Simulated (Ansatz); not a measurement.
Results of PBEsol-D3(BJ) (PAW; Ansatz, a first-principles code) for chalcopyrite CuInS2.

Numerical settings: plane-wave cutoff 520 eV, 10×10×10 k mesh, Fermi–Dirac smearing 0.01 eV, no spin polarisation, scalar-relativistic PAW data made under PBE.

Cell (relaxed at this level):

CuInS₂ is modelled in the tetragonal space group I-42d (No. 122), the chalcopyrite structure, Pearson symbol tI16. Lattice parameters: a = 5.4284 Å, b = 5.4284 Å, c = 10.9382 Å, α = 90.00°, β = 90.00°, γ = 90.00°. In on 4b is surrounded by 4 S at 2.467 Å (tetrahedral). Cu on 4a sees 4 S at 2.256 Å (tetrahedral). S on 8d has 2 Cu at 2.256 Å and 2 In at 2.467 Å (tetrahedral). (Neighbours: up to the widest gap in distance over summed covalent radii, below 1.35, at either atom; cation-cation and far metal-metal contacts left out.)
(The calculation used a cell of 8 atoms; values per cell refer to that cell.)

Problem. Estimate the bulk modulus, band gap and pressure derivative B′ of the bulk modulus that the calculation returns.

Solution. 
bulk modulus: 82.9 GPa
band gap: 0.08 eV
pressure derivative B′ of the bulk modulus: 4.9

Measured, for comparison: band gap 1.55 eV (temperature not stated, no zero-point or thermal correction, direct or pseudo-direct at Γ; as tabulated in Ghosh et al. (2024), arXiv:2401.16805).

Note: the bulk modulus comes from volumes at which shape and atoms were relaxed.

Spin–orbit coupling is not included; it can close the smallest gap of 0.08 eV.

Static lattice: no zero-point or thermal effects.

It cost very roughly 30 core-minutes of CPU time.
